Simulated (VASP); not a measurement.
# Zn3H (Fm-3m) in VASP: further runs, part 2 of 2

VASP 6.6.1. The steps go on from the part before.

## Step 3: Band structure, RPBE

Input file INCAR:

```
SYSTEM = Zn3H
  PREC = Accurate
  ENCUT = 520
  EDIFF = 1E-7
  ISMEAR = -1
  SIGMA = 0.05
  LREAL = .False.
  LASPH = .True.
  NELM = 60
  ALGO = Normal
  ISIF = 2
  LWAVE = .False.
  LCHARG = .False.
  GGA = RP
  NBANDS = 26
```

Input file KPOINTS:

```
Automatic mesh
0
Gamma
  6 6 6
  0 0 0
```

Input file POSCAR:

```
Zn3H
1.0
    0.0000000000      2.9965800000      2.9965800000
    2.9965800000      0.0000000000      2.9965800000
    2.9965800000      2.9965800000      0.0000000000
Zn H
3 1
Direct
    0.5000000000      0.5000000000      0.5000000000
    0.2500000000      0.2500000000      0.2500000000
    0.7500000000      0.7500000000      0.7500000000
    0.0000000000      0.0000000000      0.0000000000
```

Input file KPOINTS_OPT:

```
path GXWKGLUWLK,UX
10
line-mode
reciprocal
 0.0000000000  0.0000000000  0.0000000000  G
 0.5000000000  0.0000000000  0.5000000000  X

 0.5000000000  0.0000000000  0.5000000000  X
 0.5000000000  0.2500000000  0.7500000000  W

 0.5000000000  0.2500000000  0.7500000000  W
 0.3750000000  0.3750000000  0.7500000000  K

 0.3750000000  0.3750000000  0.7500000000  K
 0.0000000000  0.0000000000  0.0000000000  G

 0.0000000000  0.0000000000  0.0000000000  G
 0.5000000000  0.5000000000  0.5000000000  L

 0.5000000000  0.5000000000  0.5000000000  L
 0.6250000000  0.2500000000  0.6250000000  U

 0.6250000000  0.2500000000  0.6250000000  U
 0.5000000000  0.2500000000  0.7500000000  W

 0.5000000000  0.2500000000  0.7500000000  W
 0.5000000000  0.5000000000  0.5000000000  L

 0.5000000000  0.5000000000  0.5000000000  L
 0.3750000000  0.3750000000  0.7500000000  K

 0.6250000000  0.2500000000  0.6250000000  U
 0.5000000000  0.0000000000  0.5000000000  X
```

Potentials or basis: VASP PAW PBE potentials, release 64 (Zn, H).

The run is started by

```console
cat potpaw_PBE.64/Zn/POTCAR potpaw_PBE.64/H/POTCAR > POTCAR
mpirun -np 1 vasp_std > vasp.out
```

OUTCAR:

```text
SYSTEM = Zn3H
   PREC = Accurate
   ENCUT = 520
   EDIFF = 1E-7
   ISMEAR = -1
   LREAL = .False.
   LASPH = .True.
   NELM = 60
   ISIF = 2
   GGA = RP

 ion  position               nearest neighbor table
   1  0.500  0.500  0.500-   2 2.60   2 2.60   2 2.60   2 2.60   3 2.60   3 2.60   3 2.60   3 2.60

   2  0.250  0.250  0.250-   1 2.60   1 2.60   1 2.60   1 2.60   3 3.00   3 3.00   3 3.00   3 3.00
                             3 3.00   3 3.00
   3  0.750  0.750  0.750-   1 2.60   1 2.60   1 2.60   1 2.60   2 3.00   2 3.00   2 3.00   2 3.00
                             2 3.00   2 3.00
[... 655 lines left out ...]
  --------------------------------------------------------------------------------------
  -------------------------------------------------------------------------------------
  Total        0.9870955      0.9870955      0.9870955     -0.0000000      0.0000000     -0.0000000
  in kB       29.3874654     29.3874654     29.3874654     -0.0000000      0.0000000     -0.0000000
  external PRESSURE =      29.3874654 kB  Pullay stress =       0.0000000 kB

 VOLUME and BASIS-vectors are now :
 -----------------------------------------------------------------------------
  energy-cutoff  :      520.00
  volume of cell :       53.82
      direct lattice vectors                 reciprocal lattice vectors
     0.000000000  2.996580000  2.996580000    -0.166856884  0.166856884  0.166856884
     2.996580000  0.000000000  2.996580000     0.166856884 -0.166856884  0.166856884
     2.996580000  2.996580000  0.000000000     0.166856884  0.166856884 -0.166856884

 POSITION                                       TOTAL-FORCE (eV/Angst)
 -----------------------------------------------------------------------------------
      2.99658      2.99658      2.99658        -0.000000     -0.000000     -0.000000
      1.49829      1.49829      1.49829         0.000000      0.000000      0.000000
      4.49487      4.49487      4.49487        -0.000000     -0.000000     -0.000000
      0.00000      0.00000      0.00000        -0.000000     -0.000000     -0.000000
 -----------------------------------------------------------------------------------
    total drift:                               -0.000000     -0.000000      0.000000

  FREE ENERGIE OF THE ION-ELECTRON SYSTEM (eV)
  ---------------------------------------------------
  free  energy   TOTEN  =        -3.6638959364 eV

  energy  without entropy=       -3.6511365574  energy(sigma->0) =       -3.65751625
```

OSZICAR:

```text
N       E                     dE             d eps       ncg     rms          rms(c)
DAV:   1     0.200649604299E+03    0.20065E+03   -0.17638E+04   840   0.206E+03
DAV:   2     0.695222121406E+01   -0.19370E+03   -0.18840E+03   832   0.351E+02
DAV:   3    -0.416800330881E+01   -0.11120E+02   -0.11007E+02   924   0.935E+01
DAV:   4    -0.428644023914E+01   -0.11844E+00   -0.11836E+00   974   0.100E+01
DAV:   5    -0.428663950965E+01   -0.19927E-03   -0.19927E-03   882   0.377E-01    0.503E+00
DAV:   6    -0.367570028051E+01    0.61094E+00   -0.24211E+00  1046   0.237E+01    0.384E+00
DAV:   7    -0.366519897463E+01    0.10501E-01   -0.19580E-01   872   0.824E+00    0.195E+00
DAV:   8    -0.366427978453E+01    0.91919E-03   -0.29220E-02   998   0.553E+00    0.667E-01
DAV:   9    -0.366369115809E+01    0.58863E-03   -0.54084E-03   992   0.327E+00    0.110E-01
DAV:  10    -0.366387186800E+01   -0.18071E-03   -0.20235E-03   876   0.606E-01    0.290E-02
[... 45 further cycles ...]
DAV:   5    -0.261740956674E+04   -0.34405E-02      926
DAV:   6    -0.261740957731E+04   -0.10577E-04      896
DAV:   7    -0.261740957736E+04   -0.42936E-07      706
       N       E                     dE             ncg
DAV:   1     0.151813214033E+05   -0.48332E+04      216
DAV:   2     0.144542700788E+05   -0.72705E+03      208
DAV:   3     0.144144920759E+05   -0.39778E+02      242
DAV:   4     0.144141687886E+05   -0.32329E+00      264
DAV:   5     0.144141682675E+05   -0.52103E-03      252
DAV:   6     0.144141682657E+05   -0.18652E-05      256
DAV:   7     0.144141682657E+05   -0.82709E-08      186
```

Run time: 26 s. Hardware: 1 thread of Intel Xeon 6975P-C (Granite Rapids), shared host; peak memory 0.17 GiB.

What came out:

```
Free energy             : -3.6639 eV
Pressure                : 2.9 GPa
Band gap along the path : none (metal or under the smearing width)
```

Levels at the corners of the path, in eV from the Fermi level:
```csv
point,band 15,band 16,band 17,band 18,band 19,band 20,band 21,band 22,band 23,band 24
Γ,-6.81,-6.81,0.30,3.35,3.35,3.35,3.86,4.18,4.18,4.18
X,-6.77,-5.35,-4.70,-1.16,-1.16,-1.01,0.04,9.06,11.02,11.02
X,-6.77,-5.35,-4.70,-1.16,-1.16,-1.01,0.04,9.06,11.02,11.02
W,-6.71,-4.21,-4.19,-3.77,-3.77,2.39,4.88,4.88,6.19,11.25
W,-6.71,-4.21,-4.19,-3.77,-3.77,2.39,4.88,4.88,6.19,11.25
K,-6.77,-4.75,-4.55,-4.24,-0.47,-0.26,3.59,7.55,8.43,8.55
K,-6.77,-4.75,-4.55,-4.24,-0.47,-0.26,3.59,7.55,8.43,8.55
Γ,-6.81,-6.81,0.30,3.35,3.35,3.35,3.86,4.18,4.18,4.18
Γ,-6.81,-6.81,0.30,3.35,3.35,3.35,3.86,4.18,4.18,4.18
L,-6.82,-6.21,-5.69,0.44,1.85,1.85,2.97,3.76,3.76,8.72
L,-6.82,-6.21,-5.69,0.44,1.85,1.85,2.97,3.76,3.76,8.72
U,-6.77,-4.75,-4.55,-4.24,-0.47,-0.26,3.59,7.55,8.43,8.55
U,-6.77,-4.75,-4.55,-4.24,-0.47,-0.26,3.59,7.55,8.43,8.55
W,-6.71,-4.21,-4.19,-3.77,-3.77,2.39,4.88,4.88,6.19,11.25
W,-6.71,-4.21,-4.19,-3.77,-3.77,2.39,4.88,4.88,6.19,11.25
L,-6.82,-6.21,-5.69,0.44,1.85,1.85,2.97,3.76,3.76,8.72
L,-6.82,-6.21,-5.69,0.44,1.85,1.85,2.97,3.76,3.76,8.72
K,-6.77,-4.75,-4.55,-4.24,-0.47,-0.26,3.59,7.55,8.43,8.55
U,-6.77,-4.75,-4.55,-4.24,-0.47,-0.26,3.59,7.55,8.43,8.55
X,-6.77,-5.35,-4.70,-1.16,-1.16,-1.01,0.04,9.06,11.02,11.02
```

Caveat: the PAW data sets were made with another functional, which shifts forces and pressure a little.
